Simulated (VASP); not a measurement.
VASP 6.6.1 run: CaSe

INCAR

```
LREAL = .FALSE.
ENCUT = 520
LCHARG = .FALSE.
ISIF = 2
ISMEAR = -1
LASPH = .TRUE.
LWAVE = .FALSE.
IBRION = -1
EDIFF = 0.0001
SIGMA = 0.02
NELM = 94
GGA = PE
NBANDS = 15
NSW = 0
PREC = Accurate
```

KPOINTS

```
KPOINTS created by Atomic Simulation Environment
0
Gamma
8 8 8
0 0 0
```

POSCAR

```
Ca Se
 1.0000000000000000
     0.0000000000000000    2.9675351259000000    2.8648584105000001
     2.9675351259000000    0.0000000000000000    2.8648584105000001
     2.9675351259000000    2.9675351259000000    0.0000000000000000
 Ca  Se
   1   1
Cartesian
  0.0000000000000000  0.0000000000000000  0.0000000000000000
  2.9675351258999996  2.9675351258999996  2.8648584104999997
```

The recommended PBE PAW datasets give the neutral cell 16 valence electrons.

Command

```
mpirun -np 1 vasp_std
```

**Question.** Predict the outcome of this run.

**Answer.** It converged. Results: gap between bands v and c on the k mesh 1.93 eV; least direct gap on the k mesh 2.85 eV; pressure 2.8 GPa. Band v is the last that the valence electrons fill when counted band by band, and c is the next.

OSZICAR

```
N       E                     dE             d eps       ncg     rms          rms(c)
DAV:   1     0.110489650618E+03    0.11049E+03   -0.75451E+03  1770   0.993E+02
DAV:   2    -0.486861220473E+01   -0.11536E+03   -0.10965E+03  2211   0.250E+02
DAV:   3    -0.939558254276E+01   -0.45270E+01   -0.44912E+01  2379   0.473E+01
DAV:   4    -0.959099274012E+01   -0.19541E+00   -0.19531E+00  2484   0.835E+00
DAV:   5    -0.959227459141E+01   -0.12819E-02   -0.12818E-02  2364   0.729E-01    0.424E+00
DAV:   6    -0.945634706127E+01    0.13593E+00   -0.17310E-01  2071   0.223E+00    0.254E+00
DAV:   7    -0.944637512410E+01    0.99719E-02   -0.97934E-02  2335   0.201E+00    0.796E-01
DAV:   8    -0.944984488102E+01   -0.34698E-02   -0.10604E-02  1861   0.803E-01    0.110E-01
DAV:   9    -0.944994576871E+01   -0.10089E-03   -0.55650E-04  2281   0.248E-01    0.439E-02
DAV:  10    -0.945004932004E+01   -0.10355E-03   -0.12986E-04  1821   0.710E-02    0.164E-02
DAV:  11    -0.945006730353E+01   -0.17983E-04   -0.39114E-05  1158   0.572E-02
   1 F= -.94500673E+01 E0= -.94500673E+01  d E =-.166865E-10
```

For comparison, a separate PBE run of the intended cell, on usual settings and not on those above, gives a gap of 1.93 eV on its mesh and a pressure of 2.8 GPa.
